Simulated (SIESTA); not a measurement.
The system is Pb.

```xyz
1
Lattice="0.0000 2.4750 2.4750 2.4750 0.0000 2.4750 2.4750 2.4750 0.0000" Properties=species:S:1:pos:R:3 pbc="T T T"
Pb    0.0000    0.0000    0.0000
```

Base run:

```yaml
Program: SIESTA 5.4.2
Functional: PBE
Potentials_or_basis: PseudoDojo 0.4 standard (PBE files)
Basis: SZ (energy shift 0.002 Ry)
Grid_cutoff: 500 Ry
Energy_shift: 0.002 Ry
k_mesh: 9 × 9 × 9
Occupations: fermi-dirac, width 0.05 eV
Spin: no spin polarisation
```

Its results: band gap on the k mesh none (metal or under the smearing width); pressure 6.4 GPa.

Task: After a change of settings the same cell gave: band gap on the k mesh none (metal or under the smearing width); pressure 2.9 GPa. Which change was it?
A. functional from PBE to PBEGcGxHEG; basis from SZ (energy shift 0.002 Ry) to DZP (energy shift 0.002 Ry)
B. functional from PBE to vdW-DF-cx; basis from SZ (energy shift 0.002 Ry) to DZP (energy shift 0.002 Ry)
C. basis from SZ (energy shift 0.002 Ry) to SZ (energy shift 0.01 Ry); energy shift from 0.002 Ry to 0.01 Ry
D. basis from SZ (energy shift 0.002 Ry) to TZP (energy shift 0.002 Ry)

Result: D.

Caveats: the basis of atomic orbitals isn't converged, which shifts pressures, moduli and gaps; the basis has no polarisation orbitals (some runs); semicore shells carry a single zeta, which can move pressures by several GPa and volumes by a few percent (some runs).

Not every run made on this cell is shown here.
